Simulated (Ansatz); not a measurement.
Gas-phase electronic energies from Ansatz, PBE0-D4/def2-TZVP geometries. CCSD(T)/CBS is the MP2 limit (def2-TZVPP, def2-QZVPP) plus CCSD(T) − MP2 in def2-TZVPP, frozen cores. This one scheme is used for every species. DFT in def2-TZVPP. B3LYP here is the variant with VWN-RPA as its local correlation; programs differ in this. Each species was taken in one conformer, which may not be the lowest.

Consider the ligand exchange at a B–O bond: `CC(=O)OBF` + `N[SiH3]` → `FBN[SiH3]` + acetic acid.

```csv
level,ΔE (kcal/mol)
PBE,-6.2
B3LYP,-4.8
LC-ωPBE,-5.3
HF/def2-QZVPP,-2.8
```

Question: What does CCSD(T)/CBS give? (Best estimate.)

Answer: The calculation gave: -4.8 kcal/mol. The listed levels differ from it by -1.4, 0.0, -0.5, 2.0 kcal/mol.

Question: What do rigid-rotor, harmonic-oscillator terms from PBE0-D4/def2-TZVP frequencies (298.15 K, 1 bar) make of the CCSD(T)/CBS value? (Best estimate.)

Answer: Computed: ΔZPE = +1.2 kcal/mol, ΔH = -3.9 kcal/mol, ΔS = -1 J/(mol·K), ΔG = -3.9 kcal/mol.

Largest T1 diagnostic among the species: 0.015.

In def2-TZVPP, CCSD(T) changes the Hartree–Fock value by −1.6 kcal/mol (the triples alone add −0.2 kcal/mol) and MP2 by −1.9 kcal/mol. Leaving LDA and LC-ωPBE aside and taking each functional with its dispersion term where it has one, the values, not all of them listed here, spread over 1.8 kcal/mol, from PBE-D4 to B97M-V.

CCSD(T)/CBS has its own doubt, a few kJ/mol and more with outer-core shells, so smaller differences from it don't rank the levels.
